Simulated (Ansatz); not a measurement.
## Sn under changes of volume

One of the cells (27.353 Å³/atom); the others are scaled copies at fixed shape and fractional positions:

```xyz
1
Lattice="-2.0292 2.0292 1.6608 2.0292 -2.0292 1.6608 2.0292 2.0292 -1.6608" Properties=species:S:1:pos:R:3 pbc="T T T"
Sn    0.0000    0.0000    0.0000
```

This isn't the form of Sn at room conditions, which is tetragonal (white tin).

```yaml
Program: Ansatz 0.2.0
Functional: PBEsol
Potentials_or_basis: all-electron LAPW, scalar-relativistic
Cutoff: 181 eV (chosen from the basis error)
Basis_error_allowed: 0.0005 eV/atom
k_mesh: 10 × 10 × 10
Occupations: fermi-dirac, width 0.05 eV
Spin: no spin polarisation
```

```csv
volume (Å³/atom),energy over the lowest point (meV/atom),pressure (GPa)
25.712,2.30,1.4
26.259,0.00,0.1
26.806,1.70,-1.0
27.353,6.85,-1.9
27.901,15.02,-2.8
28.448,?,?
28.995,39.14,-4.2
```

What does the run at 28.448 Å³/atom give?

Energy over the lowest point 25.89 meV/atom; pressure -3.5 GPa.

Worked out: A Birch-Murnaghan fit of order 3 (a polynomial in V^(-2/3)) to the other rows has its minimum at 26.29 Å³/atom with B0 = V·E''(V) = 55 GPa and B' = 5.2 at fixed shape and positions, which overstates the stiffness. It gives 25.91 meV/atom at 28.448 Å³/atom, against the run's 25.89, and -dE/dV = -3.5 GPa, against -3.5.

Energies are extrapolated to zero smearing.
